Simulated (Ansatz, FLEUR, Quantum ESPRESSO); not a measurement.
## One calculation of CdSe, 3 ways

```
CELL_PARAMETERS angstrom
0.00000 3.07027 3.07027
3.07027 0.00000 3.07027
3.07027 3.07027 0.00000
ATOMIC_POSITIONS crystal
Cd 0.00000 0.00000 0.00000
Se 0.25000 0.25000 0.25000
```

The cell is a database's computed one, not the measured one.

Alike in all runs: task single point; functional PBE; k mesh 4 × 4 × 4; occupations fermi-dirac, width 0.05 eV; no spin polarisation; no spin-orbit coupling. Pressure is positive in compression and, in plane waves, holds the error of the finite cutoff, which Ansatz's Pulay term estimates and takes out.

```json
{"program and potentials": "FLEUR, all-electron, FLAPW", "plane-wave cutoff (eV)": "-", "notes": "-", "band gap (eV)": "0.54", "pressure (GPa)": "-"}
{"program and potentials": "Quantum ESPRESSO, SG15 PBE 1.2", "plane-wave cutoff (eV)": "952", "notes": "13 valence electrons an atom on average", "band gap (eV)": "0.53", "pressure (GPa)": "1.60"}
{"program and potentials": "Ansatz, PAW datasets made for the crystal", "plane-wave cutoff (eV)": "240", "notes": "9 valence electrons an atom on average", "band gap (eV)": "0.54", "pressure (GPa)": "1.48"}
```

The band gap spans 0.53 (Quantum ESPRESSO, SG15 PBE 1.2) to 0.54 eV (FLEUR, all-electron, FLAPW), with all-electron results at 0.54. The pressure spans 1.48 (Ansatz, PAW datasets made for the crystal) to 1.60 GPa (Quantum ESPRESSO, SG15 PBE 1.2). Spin-orbit coupling, left out here, moves the band edges of heavy atoms. The k mesh is coarse, so the values compare programs but aren't converged.

Differences between rows come from potentials, basis sets and numerical settings, since the functional is the same but for its coding. Runs on potential files found faulty are left out.

The three calculations put the gap of zinc-blende CdSe at nearly the same value, so its small size belongs to the functional and not to the potentials or basis. It lies far below the measured gap. A semilocal Kohn-Sham gap lacks the derivative discontinuity, and PBE also places the Cd 4d shell too high, which strengthens its repulsion with the Se 4p states and pushes the valence-band top upwards.

Both pressures are positive, so PBE would favour a larger cell than this one, in line with its usual underbinding of such semiconductors. The conduction-band minimum is an antibonding, mainly s-like state at the zone centre, and it falls as the bonds lengthen; relaxation within PBE would therefore probably narrow the gap further. The remaining difference in pressure may reflect the treatment of the Cd semicore shells, to which the gap seems less sensitive. Agreement at one volume doesn't establish that the programs would give the same equilibrium volume or bulk modulus.
